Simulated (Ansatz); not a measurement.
Single sheet of BN:

```yaml
crystal:
  lattice:
    - [2.50876, 0.00000, 0.00000]
    - [-1.25438, 2.17265, 0.00000]
    - [0.00000, 0.00000, 26.00000]
  periodic: [true, true, false]
  atoms:
    - { symbol: B, position: [0.00000, 0.00000, 0.50000] }
    - { symbol: N, position: [0.66667, 0.33333, 0.50000] }
```

Theory: DFT PBE+D3(BJ), scalar-relativistic, plane waves, PAW in Ansatz. Plane waves to 420 eV, a k mesh through Γ of 12×12×1 on the computed 4-atom cell and Gaussian smearing (0.02 eV); no spin polarisation. No periodic images along c.

Two copies are stacked at this cell; shifts count in fractions of a and b, turns are about the origin, and heights relax. Binding counts from two free sheets, negative where bound; one atom of each layer keeps its place in the plane.

Task: What binding, spacing and gap does each stacking have?

Result:
```
                                                       stacking binding (meV/Å²) centre to centre (Å) between outer atoms (Å) gap (mesh and path)
                                  Upper layer shifted by (0, 0)             -13.5                  3.62                     3.62              4.15 eV
                          Upper layer shifted by (0.333, 0.667)             -17.3                  3.35                     3.35              4.49 eV
                          Upper layer shifted by (0.667, 0.333)             -17.3                  3.35                     3.35              4.49 eV
                                Upper layer shifted by (0.5, 0)             -16.6                  3.37                     3.37              4.19 eV
        Upper layer turned by 180 degrees and shifted by (0, 0)             -16.6                  3.37                     3.37              4.15 eV
Upper layer turned by 180 degrees and shifted by (0.333, 0.667)             -13.8                  3.58                     3.58              4.21 eV
Upper layer turned by 180 degrees and shifted by (0.667, 0.333)             -17.1                  3.37                     3.37              4.49 eV
      Upper layer turned by 180 degrees and shifted by (0.5, 0)             -15.3                  3.46                     3.46              4.22 eV
```

The reference crystal is a form of BN, which isn't its usual structure.